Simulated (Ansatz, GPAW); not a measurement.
# A Cu chain with a Ni atom bridging one bond: relaxation, then transmission at several levels, part 3 of 4

Wanted: T(E) of a Cu chain with a Ni atom bridging one bond at a relaxed geometry in two programs, beside the unrelaxed structure.

GPAW 26.7.0 and Ansatz 0.2.0; Ansatz plane waves; relaxation of the junction with the lead ends held; PAW set soft_1 (the session's first sound run).

So far, conductance (G₀): step 3 (plane waves, PBE) 0.588.

## (4) Double-zeta polarised basis

Localised orbitals split the wire into layers that couple to their neighbours alone, which is what the Green's function method needs; double zeta with polarisation is the usual level for numbers.

This step: GPAW LCAO, PAW setups; Landauer transmission from Green's functions with principal layers (ASE), zero bias (GPAW 26.7.0).

The input, run.py:

```python
import json
import numpy as np
from ase import Atoms
from ase.transport.calculators import TransportCalculator
from gpaw import GPAW, FermiDirac
from gpaw.lcao.tools import get_lcao_hamiltonian
from scipy.linalg import eigh

# The junction with lead layers at both ends, along the third cell vector
device = Atoms(
    ['Cu', 'Cu', 'Cu', 'Cu', 'Cu', 'Cu', 'Ni', 'Cu', 'Cu', 'Cu', 'Cu', 'Cu', 'Cu'],
    positions=[
        [4.50000, 4.50000, 1.15000],
        [4.50000, 4.50000, 3.45000],
        [4.50000, 4.50000, 5.75000],
        [4.50000, 4.50000, 8.05000],
        [5.39157, 4.49159, 10.22255],
        [4.67283, 4.49386, 12.44269],
        [6.44019, 4.39968, 13.82572],
        [4.77574, 4.47577, 15.34523],
        [5.43685, 4.42901, 17.59414],
        [4.50000, 4.50000, 19.75000],
        [4.50000, 4.50000, 22.05000],
        [4.50000, 4.50000, 24.35000],
        [4.50000, 4.50000, 26.65000]],
    cell=[[9.0, 0.0, 0.0], [0.0, 9.0, 0.0], [0.0, 0.0, 27.8]],
    pbc=True,
    magmoms=[0.0, 0.0, 0.0, 0.0, 0.0, 0.0, 1.0, 0.0, 0.0, 0.0, 0.0, 0.0, 0.0])

# One principal layer of the lead: the first 3 atoms of the device
lead = Atoms(
    ['Cu', 'Cu', 'Cu'],
    positions=[
        [4.50000, 4.50000, 1.15000],
        [4.50000, 4.50000, 3.45000],
        [4.50000, 4.50000, 5.75000]],
    cell=[[9.0, 0.0, 0.0], [0.0, 9.0, 0.0], [0.0, 0.0, 6.9]],
    pbc=True,
    magmoms=[0.0, 0.0, 0.0])

settings = dict(mode='lcao', basis='dzp', xc='PBE', h=0.18,
                occupations=FermiDirac(0.1), maxiter=250,
                mixer=dict(beta=0.05, nmaxold=8, weight=100.0),
                convergence=dict(density=0.0001))
energies = np.arange(-2, 2 + 1e-9, 0.025)
eta = 0.0001
n1, n2 = 1, 1
# k and -k transmit alike, so half of the mesh across the current serves
mesh = [(i, j) for i in range(n1) for j in range(n2) if (i, j) <= (-i % n1, -j % n2)]
weights = np.array([1 if (i, j) == (-i % n1, -j % n2) else 2 for i, j in mesh]) / (n1 * n2)

# [... helper functions left out ...]
fermi_lead = ground_state(lead, (1, 1, 16), 'lead.txt')
fermi_device = ground_state(device, (1, 1, 3), 'device.txt')
# [... loop over the mesh left out, but for ...]
        # Shift the lead onto the potential of the device's first layer
        shift = ((H[:, 0, 0] - H0[:, 0, 0]) / S0[0, 0]).real.mean()
# [...]
kT = 8.617333e-5 * 300
bias = [0.1, 0.2, 0.5, 1.0, 1.5, 2.0]
# [... integrals and printing left out ...]
```

The run is started by

```bash
OMP_NUM_THREADS=1 OPENBLAS_NUM_THREADS=1 python run.py
```

Numbers of over 12 decimals in the logs are rounded to 6 here.

What it wrote:

```text
basis functions: device 207, principal layer 45
Fermi level: lead -3.6823 eV, device -3.2823 eV; lead shifted by -0.0169 eV
largest coupling past the next layer 4.59e-05 eV, largest misfit of the first layer 0.041 eV
  E-E_F (eV)   T up        T down      channels up  channels down
    -2.000    9.3148e-01  9.7732e-01    1.0000    1.0000
    -1.975    7.8666e-01  9.3558e-01    1.0000    1.0000
    -1.950    6.6300e-01  7.9604e-01    1.0000    1.0000
    -1.925    5.7044e-01  6.7214e-01    1.0000    1.0000
    -1.900    5.0117e-01  5.7869e-01    1.0000    1.0000
    -1.875    4.4812e-01  5.0892e-01    1.0000    1.0000
    -1.850    4.0698e-01  4.5564e-01    1.0000    1.0000
    -1.825    3.7577e-01  4.1413e-01    1.0000    1.0000
    -1.800    3.6435e-01  3.8370e-01    1.0000    1.0000
    -1.775    3.5982e-01  3.5435e-01    1.0000    1.0000
    -1.750    2.5628e-01  4.3743e-01    3.0000    3.0000
    -1.725    3.2786e-01  4.2206e-01    3.0000    3.0000
    -1.700    3.4815e-01  4.6768e-01    3.0000    3.0000
    -1.675    3.4561e-01  7.1632e-01    3.0000    3.0000
    -1.650    3.2218e-01  3.5877e-01    3.0000    3.0000
    -1.625    2.8402e-01  3.2545e-01    3.0000    3.0000
[...]
1.825    9.9515e-01  9.9837e-01    1.0000    1.0000
     1.850    9.9403e-01  9.9780e-01    1.0000    1.0000
     1.875    9.9274e-01  9.9704e-01    1.0000    1.0000
     1.900    9.9126e-01  9.9610e-01    1.0000    1.0000
     1.925    9.8960e-01  9.9494e-01    1.0000    1.0000
     1.950    9.8772e-01  9.9357e-01    1.0000    1.0000
     1.975    9.8563e-01  9.9197e-01    1.0000    1.0000
     2.000    9.8332e-01  9.9012e-01    1.0000    1.0000
conductance at 300 K: 0.57772 G0 a cell; thermopower 9.308 uV/K
current from the zero-bias T(E) at 0.1 V: 4.6057 uA
current from the zero-bias T(E) at 0.2 V: 9.8108 uA
current from the zero-bias T(E) at 0.5 V: 28.321 uA
current from the zero-bias T(E) at 1.0 V: 62.076 uA
current from the zero-bias T(E) at 1.5 V: 95.948 uA
current from the zero-bias T(E) at 2.0 V: 130.76 uA
```

Elapsed: 5.4 min, on 1 thread of Arm Neoverse V1, shared host; peak memory 1.6 GiB.

Numbers from this step:

```yaml
conductance: 0.5777 G₀
largest_coupling_past_the_next_principal_layer: 4.59e-5 eV
largest_misfit_of_the_first_principal_layer: 0.04114 eV
shift_that_aligns_the_lead: -0.01694 eV
basis_functions_of_the_junction: 207
basis_functions_of_a_principal_layer: 45
transmission_at_the_fermi_level_spin_up: 0.9816
transmission_at_the_fermi_level_spin_down: 0.05163
```

Each spin. Transmission, zone mean against energy, zero at the Fermi level:

| energy (eV) | T, spin up | T, spin down |
| --- | --- | --- |
| -2.000 | 0.931 | 0.977 |
| -1.800 | 0.364 | 0.384 |
| -1.600 | 0.243 | 0.299 |
| -1.500 | 1.02 | 0.397 |
| -1.400 | 1.36 | 0.550 |
| -1.300 | 0.264 | 1.04 |
| -1.225 | 1.27 | 0.759 |
| -1.200 | 1.20 | 0.823 |
| -1.000 | 1.28 | 0.853 |
| -0.975 | 1.40 | 0.804 |
| -0.850 | 1.03 | 0.842 |
| -0.800 | 0.761 | 0.929 |
| -0.675 | 0.967 | 1.04 |
| -0.600 | 0.983 | 0.994 |
| -0.400 | 0.995 | 0.778 |
| -0.200 | 0.995 | 0.560 |
| 0.000 | 0.982 | 0.0516 |
| 0.200 | 0.955 | 0.783 |
| 0.400 | 0.911 | 0.899 |
| 0.600 | 0.112 | 0.908 |
| 0.800 | 0.998 | 0.213 |
| 1.000 | 0.991 | 0.982 |
| 1.200 | 0.992 | 0.982 |
| 1.400 | 0.996 | 0.990 |
| 1.600 | 0.999 | 0.997 |
| 1.800 | 0.996 | 0.999 |
| 2.000 | 0.983 | 0.990 |

Crossings of the lead's bands, unfolded to its shortest repeat. The open channels, zone mean by energy, zero at the Fermi level:

| energy (eV) | channels, spin up | channels, spin down |
| --- | --- | --- |
| -2.000 | 1 | 1 |
| -1.900 | 1 | 1 |
| -1.800 | 1 | 1 |
| -1.700 | 3 | 3 |
| -1.600 | 3 | 3 |
| -1.500 | 3 | 3 |
| -1.400 | 3 | 3 |
| -1.300 | 3 | 3 |
| -1.200 | 4 | 4 |
| -1.100 | 4 | 4 |
| -1.000 | 4 | 4 |
| -0.900 | 4 | 4 |
| -0.800 | 6 | 6 |
| -0.700 | 6 | 6 |
| -0.600 | 6 | 6 |
| -0.500 | 4 | 4 |
| -0.400 | 4 | 4 |
| -0.300 | 4 | 4 |
| -0.200 | 3 | 3 |
| -0.100 | 1 | 1 |
| 0.000 | 1 | 1 |
| 0.100 | 1 | 1 |
| 0.200 | 1 | 1 |
| 0.300 | 1 | 1 |
| 0.400 | 1 | 1 |
| 0.500 | 1 | 1 |
| 0.600 | 1 | 1 |
| 0.700 | 1 | 1 |
| 0.800 | 1 | 1 |
| 0.900 | 1 | 1 |
| 1.000 | 1 | 1 |
| 1.100 | 1 | 1 |
| 1.200 | 1 | 1 |
| 1.300 | 1 | 1 |
| 1.400 | 1 | 1 |
| 1.500 | 1 | 1 |
| 1.600 | 1 | 1 |
| 1.700 | 1 | 1 |
| 1.800 | 1 | 1 |
| 1.900 | 1 | 1 |
| 2.000 | 1 | 1 |

Not self-consistent under bias; the bias window is split evenly. Table of current through one cell, from the zero-bias transmission by bias:

| bias (V) | current through one cell, from the zero-bias transmission (μA) |
| --- | --- |
| 0.100 | 4.61 |
| 0.200 | 9.81 |
| 0.500 | 28.3 |
| 1.000 | 62.1 |
| 1.500 | 95.9 |
| 2.000 | 131 |

The transmission of the three most open eigenchannels by energy, zero at the Fermi level:

| energy (eV) | channel 1 up | channel 2 up | channel 3 up | channel 1 down | channel 2 down | channel 3 down |
| --- | --- | --- | --- | --- | --- | --- |
| -2.0000 | 0.931 | 0 | 0 | 0.977 | 0 | 0 |
| -1.7500 | 0.255 | 0.00122 | 2.0e-4 | 0.399 | 0.0386 | 4.0e-6 |
| -1.5000 | 0.962 | 0.0533 | 0.00694 | 0.300 | 0.0878 | 0.00930 |
| -1.2500 | 0.372 | 0.133 | 0.125 | 0.561 | 0.0735 | 0.0246 |
| -1.0000 | 0.982 | 0.203 | 0.0629 | 0.776 | 0.0471 | 0.0286 |
| -0.7500 | 0.851 | 0.0217 | 0.00364 | 0.980 | 0.0176 | 0.00544 |
| -0.5000 | 0.969 | 0.00604 | 0.00253 | 0.721 | 0.0133 | 0.00353 |
| -0.2500 | 0.995 | 7.3e-4 | 5.3e-5 | 0.631 | 4.8e-4 | 2.8e-4 |
| 0.0000 | 0.982 | 0 | 0 | 0.0516 | 0 | 0 |
| 0.2500 | 0.947 | 0 | 0 | 0.839 | 0 | 0 |
| 0.5000 | 0.836 | 0 | 0 | 0.909 | 0 | 0 |
| 0.7500 | 0.998 | 0 | 0 | 0.826 | 0 | 0 |
| 1.0000 | 0.991 | 0 | 0 | 0.982 | 0 | 0 |
| 1.2500 | 0.993 | 0 | 0 | 0.984 | 0 | 0 |
| 1.5000 | 0.998 | 0 | 0 | 0.994 | 0 | 0 |
| 1.7500 | 0.998 | 0 | 0 | 0.999 | 0 | 0 |
| 2.0000 | 0.983 | 0 | 0 | 0.990 | 0 | 0 |

Site moment by atom:

| atom | site moment (μB) |
| --- | --- |
| Cu1 | 0.00 |
| Cu2 | 0.00 |
| Cu3 | 0.01 |
| Cu4 | 0.01 |
| Cu5 | 0.00 |
| Cu6 | 0.06 |
| Ni7 | 1.06 |
| Cu8 | 0.07 |
| Cu9 | 0.00 |
| Cu10 | 0.01 |
| Cu11 | 0.00 |
| Cu12 | 0.00 |
| Cu13 | 0.00 |

At the Fermi level T is 0.517 against 0.569 in plane waves. Couplings past the next layer reach 4.6e-5 eV, small enough to drop; the matrix elements of the cell's first layer differ from the bulk lead's by up to 0.041 eV. That layer keeps its own values in the calculation, and only beyond it is the lead taken as perfect. The Fermi levels of lead and junction count from different zeros of potential, one for each periodic cell; with both set to zero, the small remaining shift is what aligns them. By hand: G = 0.5777 × 77.48 μS = 44.8 μS, a resistance of 22.3 kΩ; at 0.1 V a linear junction would pass 4.48 μA, and the integral over the bias window gives 4.61 μA.

## (5) Single-zeta polarised basis

One radial function a shell plus polarisation makes the matrices smaller; the question is what that costs.

run.py: that of step 4 with these lines changed.

```diff
@@ -40,3 +40,3 @@
 
-settings = dict(mode='lcao', basis='dzp', xc='PBE', h=0.18,
+settings = dict(mode='lcao', basis='szp(dzp)', xc='PBE', h=0.18,
                 occupations=FermiDirac(0.1), maxiter=250,
```

What it wrote:

```text
basis functions: device 123, principal layer 27
Fermi level: lead -3.7196 eV, device -3.2302 eV; lead shifted by -0.0196 eV
largest coupling past the next layer 4.61e-05 eV, largest misfit of the first layer 0.048 eV
  E-E_F (eV)   T up        T down      channels up  channels down
    -2.000    4.3458e-01  3.8406e-01    1.0000    1.0000
    -1.975    2.6051e-01  3.5538e-01    1.0000    1.0000
    -1.950    2.7362e-01  3.3112e-01    1.0000    1.0000
[...]
1.975    9.4962e-01  9.7016e-01    1.0000    1.0000
     2.000    9.4603e-01  9.6720e-01    1.0000    1.0000
conductance at 300 K: 0.78593 G0 a cell; thermopower 17.66 uV/K
current from the zero-bias T(E) at 0.1 V: 6.0186 uA
current from the zero-bias T(E) at 0.2 V: 11.68 uA
current from the zero-bias T(E) at 0.5 V: 27.148 uA
current from the zero-bias T(E) at 1.0 V: 59.498 uA
current from the zero-bias T(E) at 1.5 V: 91.982 uA
current from the zero-bias T(E) at 2.0 V: 129.14 uA
```

Wall time 5.7 min (1 thread); peak memory 1.6 GiB.

Numbers from this step:

- conductance: 0.7859 G₀
- largest coupling past the next principal layer: 4.61e-5 eV
- largest misfit of the first principal layer: 0.04822 eV
- shift that aligns the lead: -0.01956 eV
- basis functions of the junction: 123
- basis functions of a principal layer: 27
- transmission at the Fermi level, spin up: 0.9113
- transmission at the Fermi level, spin down: 0.7174

The conductance, 0.786 G₀, lies 36 % above that of the dzp run.

## (6) GPAW, sz: basis = "sz(dzp)"

The minimal basis is the cheapest rung: no second zeta and no polarisation.

run.py: that of step 5 with these lines changed.

```diff
@@ -40,3 +40,3 @@
 
-settings = dict(mode='lcao', basis='szp(dzp)', xc='PBE', h=0.18,
+settings = dict(mode='lcao', basis='sz(dzp)', xc='PBE', h=0.18,
                 occupations=FermiDirac(0.1), maxiter=250,
```

What it wrote:

```text
basis functions: device 84, principal layer 18
Fermi level: lead -3.5176 eV, device -3.0644 eV; lead shifted by -0.0220 eV
largest coupling past the next layer 4.64e-05 eV, largest misfit of the first layer 0.047 eV
  E-E_F (eV)   T up        T down      [channel counts left out]
    -2.000    9.1746e-02  2.2356e-01
    -1.975    2.7107e-02  1.8220e-01
    -1.950    1.4983e-02  1.2486e-01
[...]
1.975    9.0770e-01  9.4907e-01
     2.000    9.0291e-01  9.4569e-01
conductance at 300 K: 0.7444 G0 a cell; thermopower 22.11 uV/K
current from the zero-bias T(E) at 0.1 V: 5.6849 uA
current from the zero-bias T(E) at 0.2 V: 10.977 uA
current from the zero-bias T(E) at 0.5 V: 26.223 uA
current from the zero-bias T(E) at 1.0 V: 55.307 uA
current from the zero-bias T(E) at 1.5 V: 85.74 uA
current from the zero-bias T(E) at 2.0 V: 122.19 uA
```

It took 3.4 min on 1 thread; peak memory 1.6 GiB.

Numbers from this step:

| Property | Result |
| --- | --- |
| conductance | 0.7444 G₀ |
| largest coupling past the next principal layer | 4.64e-5 eV |
| largest misfit of the first principal layer | 0.04674 eV |
| shift that aligns the lead | -0.02197 eV |
| basis functions of the junction | 84 |
| basis functions of a principal layer | 18 |
| transmission at the Fermi level, spin up | 0.7395 |
| transmission at the Fermi level, spin down | 0.8174 |

The conductance, 0.744 G₀, lies 29 % above that of the dzp run.

## (7) RPBE in the dzp basis: xc = "RPBE"

Back in the dzp basis, the functional changes from PBE to RPBE, to set the spread between functionals beside that between bases.

run.py: that of step 6 with these lines changed.

```diff
@@ -40,3 +40,3 @@
 
-settings = dict(mode='lcao', basis='sz(dzp)', xc='PBE', h=0.18,
+settings = dict(mode='lcao', basis='dzp', xc='RPBE', h=0.18,
                 occupations=FermiDirac(0.1), maxiter=250,
```

What it wrote:

```text
basis functions: device 207, principal layer 45
Fermi level: lead -3.5229 eV, device -3.1217 eV; lead shifted by -0.0168 eV
largest coupling past the next layer 5.01e-05 eV, largest misfit of the first layer 0.042 eV
  E-E_F (eV)   T up        T down      [channel counts left out]
    -2.000    8.0678e-01  9.5264e-01
    -1.975    6.7011e-01  8.0547e-01
    -1.950    5.6870e-01  6.7222e-01
[...]
1.975    9.8682e-01  9.9296e-01
     2.000    9.8458e-01  9.9122e-01
conductance at 300 K: 0.59117 G0 a cell; thermopower 15.54 uV/K
current from the zero-bias T(E) at 0.1 V: 4.677 uA
current from the zero-bias T(E) at 0.2 V: 9.8404 uA
current from the zero-bias T(E) at 0.5 V: 28.197 uA
current from the zero-bias T(E) at 1.0 V: 61.19 uA
current from the zero-bias T(E) at 1.5 V: 94.756 uA
current from the zero-bias T(E) at 2.0 V: 129.45 uA
```

It took 5 min on 1 thread; peak memory 1.7 GiB.

This step gave:

```yaml
conductance: 0.5912 G₀
largest_coupling_past_the_next_principal_layer: 5.01e-5 eV
largest_misfit_of_the_first_principal_layer: 0.04153 eV
shift_that_aligns_the_lead: -0.01678 eV
basis_functions_of_the_junction: 207
basis_functions_of_a_principal_layer: 45
transmission_at_the_fermi_level_spin_up: 0.9800
transmission_at_the_fermi_level_spin_down: 0.1258
```

Each spin. Table of transmission, zone mean by energy, zero at the Fermi level:

| energy (eV) | T, spin up | T, spin down |
| --- | --- | --- |
| -2.000 | 0.807 | 0.953 |
| -1.900 | 0.436 | 0.500 |
| -1.800 | 0.316 | 0.329 |
| -1.700 | 0.314 | 0.546 |
| -1.600 | 0.202 | 0.257 |
| -1.500 | 0.973 | 0.720 |
| -1.475 | 1.09 | 1.05 |
| -1.425 | 1.32 | 0.615 |
| -1.400 | 0.700 | 0.519 |
| -1.325 | 0.319 | 1.05 |
| -1.300 | 0.277 | 0.976 |
| -1.250 | 0.784 | 0.597 |
| -1.200 | 0.540 | 0.785 |
| -1.100 | 1.10 | 0.890 |
| -1.000 | 1.82 | 0.795 |
| -0.900 | 0.751 | 1.18 |
| -0.800 | 0.864 | 0.967 |
| -0.700 | 0.972 | 1.02 |
| -0.600 | 0.991 | 0.909 |
| -0.575 | 0.999 | 0.830 |
| -0.500 | 0.980 | 0.625 |
| -0.400 | 0.996 | 0.849 |
| -0.300 | 0.999 | 0.660 |
| -0.200 | 0.994 | 0.585 |
| -0.100 | 0.994 | 0.594 |
| 0.000 | 0.980 | 0.126 |
| 0.100 | 0.966 | 0.335 |
| 0.200 | 0.950 | 0.741 |
| 0.300 | 0.929 | 0.853 |
| 0.400 | 0.889 | 0.890 |
| 0.500 | 0.723 | 0.903 |
| 0.600 | 0.655 | 0.901 |
| 0.700 | 0.998 | 0.860 |
| 0.800 | 0.996 | 0.921 |
| 0.900 | 0.991 | 0.983 |
| 1.000 | 0.990 | 0.976 |
| 1.100 | 0.990 | 0.976 |
| 1.200 | 0.991 | 0.979 |
| 1.300 | 0.993 | 0.983 |
| 1.400 | 0.996 | 0.988 |
| 1.500 | 0.998 | 0.992 |
| 1.600 | 0.999 | 0.996 |
| 1.700 | 0.999 | 0.998 |
| 1.800 | 0.997 | 0.999 |
| 1.900 | 0.992 | 0.997 |
| 2.000 | 0.985 | 0.991 |

The conductance, 0.591 G₀, lies 2.3 % above that of the dzp run.

## (8) The structure as built: geometry = "as built"

The dzp basis with PBE on the structure as first built shows what the relaxation was worth.

run.py: that of step 7 with these lines changed.

```diff
@@ -16,7 +16,7 @@
         [4.50000, 4.50000, 8.05000],
-        [5.39157, 4.49159, 10.22255],
-        [4.67283, 4.49386, 12.44269],
-        [6.44019, 4.39968, 13.82572],
-        [4.77574, 4.47577, 15.34523],
-        [5.43685, 4.42901, 17.59414],
+        [4.50000, 4.50000, 10.35000],
+        [4.50000, 4.50000, 12.65000],
+        [6.34564, 4.50000, 13.90000],
+        [4.50000, 4.50000, 15.15000],
+        [4.50000, 4.50000, 17.45000],
         [4.50000, 4.50000, 19.75000],
@@ -40,3 +40,3 @@
 
-settings = dict(mode='lcao', basis='dzp', xc='RPBE', h=0.18,
+settings = dict(mode='lcao', basis='dzp', xc='PBE', h=0.18,
                 occupations=FermiDirac(0.1), maxiter=250,
```

What it wrote:

```text
basis functions: device 207, principal layer 45
Fermi level: lead -3.6823 eV, device -3.3894 eV; lead shifted by -0.0075 eV
largest coupling past the next layer 4.59e-05 eV, largest misfit of the first layer 0.015 eV
  E-E_F (eV)   T up        T down      [channel counts left out]
    -2.000    9.6266e-01  9.6850e-01
    -1.975    9.5016e-01  9.6109e-01
    -1.950    9.2746e-01  9.4771e-01
[...]
1.975    9.9351e-01  9.9368e-01
     2.000    9.9403e-01  9.9425e-01
conductance at 300 K: 0.78085 G0 a cell; thermopower 23.08 uV/K
current from the zero-bias T(E) at 0.1 V: 5.9146 uA
current from the zero-bias T(E) at 0.2 V: 11.411 uA
current from the zero-bias T(E) at 0.5 V: 28.446 uA
current from the zero-bias T(E) at 1.0 V: 59.175 uA
current from the zero-bias T(E) at 1.5 V: 88.168 uA
current from the zero-bias T(E) at 2.0 V: 125.22 uA
```

Run time: 11 min. Hardware: 1 thread; peak memory 1.7 GiB.

This step gave:

| Item | Value |
| --- | --- |
| conductance | 0.7809 G₀ |
| largest coupling past the next principal layer | 4.59e-5 eV |
| largest misfit of the first principal layer | 0.01493 eV |
| shift that aligns the lead | -0.007452 eV |
| transmission at the Fermi level, spin up | 0.9057 |
| transmission at the Fermi level, spin down | 0.8046 |

Each spin. Table of transmission, zone mean by energy, zero at the Fermi level:

| energy (eV) | T, spin up | T, spin down |
| --- | --- | --- |
| -2.000 | 0.963 | 0.969 |
| -1.900 | 0.346 | 0.859 |
| -1.800 | 0.989 | 0.861 |
| -1.725 | 1.42 | 1.04 |
| -1.700 | 1.40 | 1.37 |
| -1.675 | 1.41 | 2.06 |
| -1.600 | 1.40 | 1.59 |
| -1.500 | 1.10 | 1.38 |
| -1.400 | 1.52 | 0.490 |
| -1.300 | 1.53 | 1.34 |
| -1.200 | 1.73 | 1.46 |
| -1.100 | 1.97 | 1.43 |
| -1.025 | 2.22 | 1.40 |
| -1.000 | 2.16 | 1.39 |
| -0.900 | 1.36 | 1.36 |
| -0.800 | 1.31 | 1.31 |
| -0.700 | 1.25 | 1.26 |
| -0.600 | 1.19 | 1.10 |
| -0.500 | 1.15 | 0.589 |
| -0.400 | 1.11 | 1.62 |
| -0.300 | 1.06 | 0.844 |
| -0.200 | 0.999 | 0.924 |
| -0.100 | 0.936 | 0.870 |
| 0.000 | 0.906 | 0.805 |
| 0.100 | 0.858 | 0.00466 |
| 0.200 | 0.773 | 0.346 |
| 0.300 | 0.617 | 0.629 |
| 0.400 | 0.336 | 0.701 |
| 0.500 | 0.0252 | 0.671 |
| 0.600 | 0.131 | 0.541 |
| 0.700 | 0.470 | 0.255 |
| 0.800 | 0.695 | 4.8e-5 |
| 0.900 | 0.814 | 0.297 |
| 1.000 | 0.879 | 0.638 |
| 1.100 | 0.917 | 0.806 |
| 1.200 | 0.941 | 0.886 |
| 1.300 | 0.956 | 0.927 |
| 1.400 | 0.967 | 0.952 |
| 1.500 | 0.975 | 0.967 |
| 1.600 | 0.981 | 0.977 |
| 1.700 | 0.985 | 0.983 |
| 1.800 | 0.989 | 0.988 |
| 1.900 | 0.992 | 0.992 |
| 2.000 | 0.994 | 0.994 |

The conductance, 0.781 G₀, lies 35 % above that of the dzp run.

## (9) The ladder

Times are wall times on the hardware named with each run. The series side by side:

| no. | run | conductance (G₀) | time | memory (GiB) |
| --- | --- | --- | --- | --- |
| 1 | pw PBE | 0.5876 | 6 min | 5.2 |
| 2 | dzp | 0.5777 | 5.4 min | 1.6 |
| 3 | szp | 0.7859 | 5.7 min | 1.6 |
| 4 | sz | 0.7444 | 3.4 min | 1.6 |
| 5 | dzp RPBE | 0.5912 | 5 min | 1.7 |
| 6 | asbuilt | 0.7809 | 11 min | 1.7 |

[end of part 3 of 4]

[Logs are printed without paths, hosts, clocks, repeated set-up lines and the standing remarks that a program may print on its own settings, such as how far it seeks lower states.]

[Hosts, paths, dates, database ids (printed as entryN), source tags and the programs' standing remarks are cut or masked in the printed files.]
